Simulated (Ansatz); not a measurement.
TiTe2:

```
Ti Te
1.0
     3.02557    0.00000    0.00000
     0.00000    3.02557    0.00000
     0.00000    0.00000    9.30163
Ti Te
1 2
Direct
  0.00000 0.00000 0.00000
  0.00000 0.00000 0.29431
  0.00000 0.00000 0.70569
```

The cell was built by a generator and needn't be a form met in nature.

```yaml
Program: Ansatz 0.2.0
Task: relaxation of cell and atoms
Functional: revPBE
Potentials_or_basis: Ansatz PAW
Cutoff: "420 eV (not typed: the program's choice for these potentials)"
k_mesh: 9 × 9 × 3
Occupations: fermi-dirac, width 0.05 eV
Spin: no spin polarisation
```

At the start: volume 28.38 Å³/atom.

Problem. Where does the relaxation end?

Solution. It ends after 13 steps and the volume is 37.11 Å³/atom (+30.7 %); space group P4/mmm (No. 123, to 0.05 Å).

The path:
```
step  energy change (eV)  largest force (eV/Å)  volume (Å³)
   1              0.0000                0.0294        85.15
   2             -0.1109                0.0970        96.49
   3             -0.1380                0.0861        97.82
   4             -0.1469                0.0430       100.78
   5             -0.1478                0.0021       102.15
   6             -0.1479                0.0012       101.91
   7             -0.1553                0.0020       101.91
   8             -0.1586                0.0088       103.96
   9             -0.1621                0.0285       108.42
  10             -0.1625                0.0010       109.59
  11             -0.1624                0.0105       111.42
  12             -0.1625                0.0003       111.33
  13             -0.1641                0.0002       111.33
```

Final structure:
```
Ti Te
1.0
     3.11258    0.00000    0.00000
     0.00000    3.11258    0.00000
     0.00000    0.00000   11.49091
Ti Te
1 2
Direct
  0.00000 0.00000 0.00000
  0.00000 0.00000 0.24073
  0.00000 0.00000 0.75927
```

Caveat: the volume moved by over 15 % at a fixed basis, so the end points are rough; the plane-wave basis is chosen anew once the cell has moved, so the energies of steps on either side of that aren't comparable; this functional lacks dispersion, which binds the layers, so the pressure and a relaxed spacing across them are unreliable, and here the layers came unbound; the PAW data sets come from PBE, with cores solved anew for the run's functional, which leaves a small shift of forces and pressure.
